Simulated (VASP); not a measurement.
# CdSe (Fm-3m) in VASP: notebook

Runs on CdSe. Level: PBE. Tasks: single point.

All numbers are computed with VASP 6.6.1; they aren't measurements. Logs are shortened: lines on timing, memory, paths and dates and some standing lists are left out, and cuts for length are marked.

## 1. The undisturbed crystal

It takes space group Fm-3m (No. 225, cubic). Conventional cell: a = 5.748 Å, b = 5.748 Å, c = 5.748 Å, α = 90.00°, β = 90.00°, γ = 90.00°. Cd (site symmetry m-3m) is surrounded by 6 Se at 2.87 Å. Se (site symmetry m-3m) is surrounded by 6 Cd at 2.87 Å.

Measurements of this composition are mostly on another form, of space group No. 186.

## 2. Single point, PBE (volume scaled by 1.06)

INCAR reads:

```
SYSTEM = CdSe
  ALGO = Fast
  EDIFF = 1E-6
  ENCUT = 520
  GGA = PE
  ISIF = 2
  ISMEAR = -1
  LASPH = .TRUE.
  LCHARG = .FALSE.
  LREAL = .FALSE.
  LWAVE = .FALSE.
  NBANDS = 16
  NELM = 100
  PREC = Accurate
  SIGMA = 0.05
```

KPOINTS reads:

```
k-points
0
G
  8 8 8
  0 0 0
```

POSCAR reads:

```
CdSe
1.0
    0.0000000000      2.9303244279      2.9303244279
    2.9303244279      0.0000000000      2.9303244279
    2.9303244279      2.9303244279      0.0000000000
Cd Se
1 1
Direct
    0.0000000000      0.0000000000      0.0000000000
    0.5000000000      0.5000000000      0.5000000000
```

Potentials or basis: VASP PAW PBE potentials, release 64 (Cd, Se).

The run is started by

```
$ cat potpaw_PBE.64/Cd/POTCAR potpaw_PBE.64/Se/POTCAR > POTCAR
$ mpirun -np 1 vasp_std > vasp.out
```

OUTCAR:

```text
SYSTEM = CdSe
   EDIFF = 1E-6
   ENCUT = 520
   GGA = PE
   ISIF = 2
   ISMEAR = -1
   LASPH = .TRUE.
   LREAL = .FALSE.
   NELM = 100
   PREC = Accurate

 ion  position               nearest neighbor table
   1  0.000  0.000  0.000-   2 2.93   2 2.93   2 2.93   2 2.93   2 2.93   2 2.93
   2  0.500  0.500  0.500-   1 2.93   1 2.93   1 2.93   1 2.93   1 2.93   1 2.93

  LATTYP: Found a face centered cubic cell.
 ALAT       =     5.8606488558

  Lattice vectors:

 A1 = (   0.0000000000,   2.9303244279,   2.9303244279)
 A2 = (   2.9303244279,   0.0000000000,   2.9303244279)
 A3 = (   2.9303244279,   2.9303244279,   0.0000000000)

Analysis of symmetry for initial positions (statically):
=====================================================================
 Subroutine PRICEL returns:
 Original cell was already a primitive cell.

 Routine SETGRP: Setting up the symmetry group for a
 face centered cubic supercell.

 Subroutine GETGRP returns: Found 48 space group operations
 (whereof 48 operations were pure point group operations)
 out of a pool of 48 trial point group operations.

The static configuration has the point symmetry O_h .

Analysis of symmetry for dynamics (positions and initial velocities):
=====================================================================
 Subroutine PRICEL returns:
 Original cell was already a primitive cell.

 Routine SETGRP: Setting up the symmetry group for a
 face centered cubic supercell.

 Subroutine GETGRP returns: Found 48 space group operations
 (whereof 48 operations were pure point group operations)
 out of a pool of 48 trial point group operations.

The dynamic configuration has the point symmetry O_h .

 Subroutine INISYM returns: Found 48 space group operations
 (whereof 48 operations are pure point group operations),
 and found     1 'primitive' translations

----------------------------------------------------------------------------------------

                                     Primitive cell

  volume of cell :      50.3242

  direct lattice vectors                    reciprocal lattice vectors
     0.000000000  2.930324428  2.930324428    -0.170629571  0.170629571  0.170629571
     2.930324428  0.000000000  2.930324428     0.170629571 -0.170629571  0.170629571
     2.930324428  2.930324428  0.000000000     0.170629571  0.170629571 -0.170629571

  length of vectors
     4.144104548  4.144104548  4.144104548     0.295539086  0.295539086  0.295539086

  position of ions in fractional coordinates (direct lattice)
     0.000000000  0.000000000  0.000000000
     0.500000000  0.500000000  0.500000000

  ion indices of the primitive-cell ions
   primitive index   ion index
                 1           1
                 2           2

----------------------------------------------------------------------------------------

 KPOINTS: k-points

Automatic generation of k-mesh.
 Grid dimensions read from file:
 generate k-points for:    8    8    8

 Generating k-lattice:

  Cartesian coordinates                     Fractional coordinates (reciprocal lattice)
    -0.021328696  0.021328696  0.021328696     0.125000000  0.000000000  0.000000000
     0.021328696 -0.021328696  0.021328696     0.000000000  0.125000000  0.000000000
     0.021328696  0.021328696 -0.021328696     0.000000000  0.000000000  0.125000000

  Length of vectors
     0.036942386  0.036942386  0.036942386

  Shift w.r.t. Gamma in fractional coordinates (k-lattice)
     0.000000000  0.000000000  0.000000000

 Subroutine IBZKPT returns following result:
 ===========================================

 Found     29 irreducible k-points:

 Following reciprocal coordinates:
            Coordinates               Weight
  0.000000  0.000000  0.000000      1.000000
  0.125000  0.000000  0.000000      8.000000
  0.250000  0.000000  0.000000      8.000000
  0.375000  0.000000  0.000000      8.000000
  0.500000  0.000000  0.000000      4.000000
  0.125000  0.125000  0.000000      6.000000
[... 16 lines left out ...]
  0.500000  0.250000  0.125000     48.000000
 -0.375000  0.250000  0.125000     24.000000
 [... further k-points ...]
   k-points           NKPTS =     29   k-points in BZ     NKDIM =     29   number of bands    NBANDS=     16
   number of dos      NEDOS =    301   number of ions     NIONS =      2
   total plane-waves  NPLWV =  32768
   dimension x,y,z NGX =    32 NGY =   32 NGZ =   32
   dimension x,y,z NGXF=    64 NGYF=   64 NGZF=   64
   ions per type =               1   1
   NGX,Y,Z   is equivalent  to a cutoff of  12.84, 12.84, 12.84 a.u.
   NGXF,Y,Z  is equivalent  to a cutoff of  25.67, 25.67, 25.67 a.u.
 SYSTEM =  CdSe
   PREC   = accura    normal or accurate (medium, high low for compatibility)
   ISTART =      0    job   : 0-new  1-cont  2-samecut
   ICHARG =      2    charge: 1-file 2-atom 10-const
   ISPIN  =      1    spin polarized calculation?
   LNONCOLLINEAR =      F non collinear calculations
   LSORBIT =      F    spin-orbit coupling
   LASPH  =      T    aspherical Exc in radial PAW
   ENCUT  =  520.0 eV  38.22 Ry    6.18 a.u.   7.71  7.71  7.71*2*pi/ulx,y,z
   NELM   =    100;   NELMIN=  2; NELMDL= -5     # of ELM steps
   EDIFF  = 0.1E-05   stopping-criterion for ELM
   LREAL  =      F    real-space projection
   EDIFFG = 0.1E-04   stopping-criterion for IOM
   NSW    =      0    number of steps for IOM
   IBRION =     -1    ionic relax: 0-MD 1-quasi-New 2-CG
   NFREE  =      0    steps in history (QN), initial steepest desc. (CG)
   ISIF   =      2    stress and relaxation
   ISYM   =      2    0-nonsym 1-usesym 2-fastsym
   POTIM  = 0.5000    time-step for ionic-motion
   TEBEG  =    0.0;   TEEND  =   0.0 temperature during run
   PSTRESS=    0.0 pullay stress
   NELECT =      18.0000    total number of electrons
   NUPDOWN=      -1.0000    fix difference up-down
   EMIN   =  10.00;   EMAX   =-10.00  energy-range for DOS
   EFERMI =   0.00;   METHOD = LEGACY
   ISMEAR =    -1;   SIGMA  =   0.05  broadening in eV -4-tet -1-fermi 0-gaus
   EFERMI_NEDOS =   21; number of points for ismear=-14 and -15
   IALGO  =     68    algorithm
   IMIX   =      4    mixing-type and parameters
     AMIX     =   0.40;   BMIX     =  1.00
     AMIX_MAG =   1.60;   BMIX_MAG =  1.00
  volume/ion in A,a.u.               =      25.16       169.80
  Fermi-wavevector in a.u.,A,eV,Ry     =   1.162091  2.196033 18.374048  1.350454
  Thomas-Fermi vector in A             =   2.298655
   LORBIT       =      0    0 simple, 1 ext, 2 COOP (PROOUT), +10 PAW based schemes
   GGA     = PE    functional components
   LHFCALC =     F    Hartree Fock is set to
   AEXX    =    0.0000 exact exchange contribution
   IVDW    =     0    specifies the selected vdW correction
   LEPSILON=     F    determine dielectric tensor
   LRPA    =     F    only Hartree local field effects (RPA)
 non-spin polarized calculation
 RMM-DIIS sequential band-by-band and
  energy-cutoff  :      520.00
  volume of cell :       50.32
 maximum number of plane-waves:      1366
   NGX = 15   NGY = 15   NGZ = 15

 number of electron      18.0000007 magnetization

 Free energy of the ion-electron system (eV)
  ---------------------------------------------------
  ext. energy  EPLUGINS =         0.00000000
  ---------------------------------------------------
  free energy    TOTEN  =        -5.17760534 eV

  energy without entropy =       -5.17470575  energy(sigma->0) =       -5.17615554

 E-fermi :   1.8561     XC(G=0):  -9.7240

 val. band max:        1.7549389609   @ k =  -0.2500   0.1250   0.0000
 cond. band min:       2.1336803257   @ k =   0.3750   0.3750   0.0000
 fundamental gap:      0.3787413648
 Fermi energy:         1.8560504584

 k-point     1 :       0.0000    0.0000    0.0000
  band No.  band energies     occupation
      1     -10.7823      2.00000
      2      -6.0561      2.00000
      3      -6.0561      2.00000
      4      -6.0422      2.00000
      5      -6.0422      2.00000
      6      -6.0422      2.00000
[... 8 lines left out ...]
     15      11.2222      0.00000
     16      11.2222      0.00000

 k-point     2 :       0.1250    0.0000    0.0000
  band No.  band energies     occupation
      1     -10.6851      2.00000
      2      -6.0815      2.00000
      3      -6.0815      2.00000
      4      -6.0487      2.00000
      5      -6.0270      2.00000
      6      -6.0270      2.00000
[... 8 lines left out ...]
     15      11.0252      0.00000
     16      11.1560      0.00000

 k-point     3 :       0.2500    0.0000    0.0000
  band No.  band energies     occupation
      1     -10.4302      2.00000
      2      -6.1449      2.00000
      3      -6.1449      2.00000
      4      -6.0722      2.00000
      5      -5.9867      2.00000
      6      -5.9867      2.00000
[... 8 lines left out ...]
     15      11.8565      0.00000
     16      11.8565      0.00000

 k-point     4 :       0.3750    0.0000    0.0000
  band No.  band energies     occupation
      1     -10.1382      2.00000
      2      -6.2071      2.00000
      3      -6.2071      2.00000
      4      -6.1148      2.00000
      5      -5.9457      2.00000
      6      -5.9457      2.00000
[... 8 lines left out ...]
     15      13.2458      0.00000
     16      13.2458      0.00000

 k-point     5 :       0.5000    0.0000    0.0000
  band No.  band energies     occupation
      1     -10.0027      2.00000
      2      -6.2324      2.00000
      3      -6.2324      2.00000
      4      -6.1421      2.00000
      5      -5.9285      2.00000
      6      -5.9285      2.00000
[... 8 lines left out ...]
     15      14.4582      0.00000
     16      14.4582      0.00000

 k-point     6 :       0.1250    0.1250    0.0000
  band No.  band energies     occupation
      1     -10.6574      2.00000
      2      -6.1097      2.00000
      3      -6.0546      2.00000
      4      -6.0468      2.00000
      5      -6.0249      2.00000
      6      -6.0248      2.00000
[... 8 lines left out ...]
     15      12.5122      0.00000
     16      12.5122      0.00000

 k-point     7 :       0.2500    0.1250    0.0000
  band No.  band energies     occupation
      1     -10.4681      2.00000
      2      -6.1488      2.00000
      3      -6.0785      2.00000
      4      -6.0667      2.00000
      5      -5.9996      2.00000
      6      -5.9829      2.00000
[... 8 lines left out ...]
     15      12.6462      0.00000
     16      12.8377      0.00000

 k-point     8 :       0.3750    0.1250    0.0000
  band No.  band energies     occupation
      1     -10.2037      2.00000
      2      -6.1684      2.00000
      3      -6.1428      2.00000
      4      -6.0873      2.00000
      5      -5.9623      2.00000
      6      -5.9400      2.00000
[... 8 lines left out ...]
     15      13.2502      0.00000
     16      13.9219      0.00000

 k-point     9 :       0.5000    0.1250    0.0000
  band No.  band energies     occupation
      1     -10.0203      2.00000
      2      -6.1986      2.00000
      3      -6.1587      2.00000
      4      -6.1142      2.00000
      5      -5.9290      2.00000
      6      -5.9242      2.00000
[... 8 lines left out ...]
     15      14.3116      0.00000
     16      14.5801      0.00000
[... 172 lines left out ...]
 k-point    19 :       0.5000    0.3750    0.0000
  band No.  band energies     occupation
      1     -10.0948      2.00000
      2      -6.1129      2.00000
      3      -6.0271      2.00000
      4      -5.9156      2.00000
      5      -5.8969      2.00000
      6      -5.6207      2.00000
[... 8 lines left out ...]
     15      15.6805      0.00000
     16      16.3169      0.00000

 k-point    20 :      -0.3750    0.3750    0.0000
  band No.  band energies     occupation
      1     -10.0306      2.00000
      2      -6.0947      2.00000
      3      -6.0939      2.00000
      4      -5.9557      2.00000
      5      -5.9066      2.00000
      6      -5.6598      2.00000
[... 8 lines left out ...]
     15      14.1292      0.00000
     16      16.1369      0.00000

 k-point    21 :       0.5000    0.5000    0.0000
  band No.  band energies     occupation
      1     -10.1083      2.00000
      2      -6.1270      2.00000
      3      -5.9923      2.00000
      4      -5.8866      2.00000
      5      -5.8866      2.00000
      6      -5.4924      2.00000
[... 8 lines left out ...]
     15      15.7449      0.00000
     16      16.4059      0.00000

 k-point    22 :       0.3750    0.2500    0.1250
  band No.  band energies     occupation
      1     -10.2871      2.00000
      2      -6.1445      2.00000
      3      -6.0976      2.00000
      4      -6.0721      2.00000
      5      -5.9740      2.00000
      6      -5.9382      2.00000
[... 8 lines left out ...]
     15      13.9211      0.00000
     16      14.1978      0.00000

 k-point    23 :       0.5000    0.2500    0.1250
  band No.  band energies     occupation
      1     -10.0934      2.00000
      2      -6.1609      2.00000
      3      -6.0903      2.00000
      4      -6.0668      2.00000
      5      -5.9397      2.00000
      6      -5.8911      2.00000
[... 8 lines left out ...]
     15      14.1468      0.00000
     16      14.7126      0.00000

 k-point    24 :      -0.3750    0.2500    0.1250
  band No.  band energies     occupation
      1     -10.0089      2.00000
      2      -6.1812      2.00000
      3      -6.0726      2.00000
      4      -6.0606      2.00000
      5      -5.9198      2.00000
      6      -5.8700      2.00000
[... 8 lines left out ...]
     15      12.6956      0.00000
     16      15.3929      0.00000

 [... further k-points ...]

------------------------ aborting loop because EDIFF is reached ----------------------------------------

  FORCE on cell =-STRESS in cart. coord.  units (eV):
  Direction    XX          YY          ZZ          XY          YZ          ZX
  --------------------------------------------------------------------------------------
  -------------------------------------------------------------------------------------
  Total       -0.9472364     -0.9472364     -0.9472364      0.0000000      0.0000000      0.0000000
  in kB      -30.1572592    -30.1572592    -30.1572592      0.0000000      0.0000000      0.0000000
  external PRESSURE =     -30.1572592 kB  Pullay stress =       0.0000000 kB

 VOLUME and BASIS-vectors are now :
 -----------------------------------------------------------------------------
  energy-cutoff  :      520.00
  volume of cell :       50.32
      direct lattice vectors                 reciprocal lattice vectors
     0.000000000  2.930324428  2.930324428    -0.170629571  0.170629571  0.170629571
     2.930324428  0.000000000  2.930324428     0.170629571 -0.170629571  0.170629571
     2.930324428  2.930324428  0.000000000     0.170629571  0.170629571 -0.170629571

 POSITION                                       TOTAL-FORCE (eV/Angst)
 -----------------------------------------------------------------------------------
      0.00000      0.00000      0.00000         0.000000     -0.000000     -0.000000
      2.93032      2.93032      2.93032        -0.000000      0.000000      0.000000
 -----------------------------------------------------------------------------------
    total drift:                                0.000000     -0.000000     -0.000000

  FREE ENERGIE OF THE ION-ELECTRON SYSTEM (eV)
  ---------------------------------------------------
  free  energy   TOTEN  =        -5.1776053389 eV

  energy  without entropy=       -5.1747057510  energy(sigma->0) =       -5.17615554
```

It took 16 s on 1 thread of Intel Xeon Platinum 8375C at 2.90GHz (Ice Lake), shared host; peak memory 0.18 GiB.

Results:

| Item | Value |
| --- | --- |
| Free energy | -5.1776 eV |
| Pressure | -3.0 GPa |
| Band gap on the k mesh | none (metal or under the smearing width) |

Levels at points of the mesh, in eV from the Fermi level:
```
           k point  band 7  band 8  band 9  band 10  band 11  band 12
(0.00, 0.00, 0.00)   -0.61   -0.61   -0.61    -0.22     8.51     8.51
(0.50, 0.00, 0.00)   -4.72   -0.14   -0.14     2.97     5.19     5.19
(0.50, 0.50, 0.00)   -3.80   -1.92   -1.92    -0.53     5.46     9.20
```

## 3. Single point, PBE (volume scaled by 0.98)

INCAR reads:

```
PREC = Accurate
ENCUT = 520
EDIFF = 1E-7
ISMEAR = -1
SIGMA = 0.05
LREAL = False
LASPH = True
NELM = 60
ALGO = Normal
ISIF = 2
LWAVE = False
LCHARG = True
GGA = PE
LELF = True
LVHAR = True
NBANDS = 16
```

KPOINTS reads:

```
regular mesh
0
Gamma
  8 8 8
```

POSCAR reads:

```
CdSe
1.0
    0.0000000000      2.8546691101      2.8546691101
    2.8546691101      0.0000000000      2.8546691101
    2.8546691101      2.8546691101      0.0000000000
Cd Se
1 1
Direct
    0.0000000000      0.0000000000      0.0000000000
    0.5000000000      0.5000000000      0.5000000000
```

Potentials or basis: VASP PAW PBE potentials, release 64 (Cd, Se).

The run is started by

```
$ cat potpaw_PBE.64/Cd/POTCAR potpaw_PBE.64/Se/POTCAR > POTCAR
$ mpirun -np 1 vasp_std > vasp.out
```

It took 25 s on 1 thread of Intel Xeon Platinum 8375C at 2.90GHz (Ice Lake), shared host; peak memory 0.17 GiB.

The run converged. Its results:

```
Free energy            : -5.2020 eV
Pressure               : 1.3 GPa
Band gap on the k mesh : none (metal or under the smearing width)
```

Levels at points of the mesh, in eV from the Fermi level:
| k point | band 6 | band 7 | band 8 | band 9 | band 10 | band 11 | band 12 | band 13 |
| --- | --- | --- | --- | --- | --- | --- | --- | --- |
| (0.00, 0.00, 0.00) | -8.04 | -0.73 | -0.73 | -0.73 | 0.06 | 8.56 | 8.56 | 8.56 |
| (0.50, 0.00, 0.00) | -7.90 | -5.13 | -0.14 | -0.14 | 2.92 | 5.16 | 5.16 | 5.97 |
| (0.50, 0.50, 0.00) | -7.34 | -4.30 | -2.21 | -2.21 | -0.55 | 5.35 | 9.76 | 10.34 |

## 4. Single point, PBE (volume scaled by 1.04)

INCAR reads:

```
ALGO     = Normal         # electronic algorithm
EDIFF    = 1E-6           # SCF threshold, eV
ENCUT    = 520            # plane-wave cutoff, eV
GGA      = PE             # functional
ISIF     = 2              # what is computed and relaxed
ISMEAR   = -1             # smearing method
LASPH    = True           # aspherical terms in the spheres
LCHARG   = False          # write CHGCAR
LREAL    = False          # projectors in reciprocal space
LWAVE    = False          # write WAVECAR
NBANDS   = 16             # bands
NELM     = 100            # most SCF steps
PREC     = Accurate       # precision mode
SIGMA    = 0.05           # smearing width, eV
```

KPOINTS reads:

```
k-points
0
Gamma
  8 8 8
```

POSCAR reads:

```
CdSe
1.0
    0.0000000000      2.9117775739      2.9117775739
    2.9117775739      0.0000000000      2.9117775739
    2.9117775739      2.9117775739      0.0000000000
Cd Se
1 1
Direct
    0.0000000000      0.0000000000      0.0000000000
    0.5000000000      0.5000000000      0.5000000000
```

The run is started by

```
$ cat potpaw_PBE.64/Cd/POTCAR potpaw_PBE.64/Se/POTCAR > POTCAR
$ mpirun -np 1 vasp_std > vasp.out
```

It took 20 s on 1 thread of Intel Xeon Platinum 8375C at 2.90GHz (Ice Lake), shared host; peak memory 0.18 GiB.

It converged, with:

```
Free energy            : -5.1928 eV
Pressure               : -2.1 GPa
Band gap on the k mesh : none (metal or under the smearing width)
```

Levels at points of the mesh, in eV from the Fermi level:
```tsv
k point	band 7	band 8	band 9	band 10	band 11	band 12
(0.00, 0.00, 0.00)	-0.63	-0.63	-0.63	-0.15	8.53	8.53
(0.50, 0.00, 0.00)	-4.82	-0.14	-0.14	2.96	5.19	5.19
(0.50, 0.50, 0.00)	-3.92	-1.99	-1.99	-0.53	5.44	9.34
```

## 5. Overview

```tsv
cell	gap on the mesh (eV)	pressure (GPa)
volume scaled by 1.06	none	-3.0
volume scaled by 0.98	none	1.3
volume scaled by 1.04	none	-2.1
```

Alike in all rows: task single point; level PBE; potentials or basis VASP PAW PBE potentials, release 64 (Cd, Se); no spin polarisation; k mesh 8 × 8 × 8; cutoff (eV) 520; smearing fermi-dirac 0.05 eV.

Absolute energies hang on the potentials; compare differences alone.
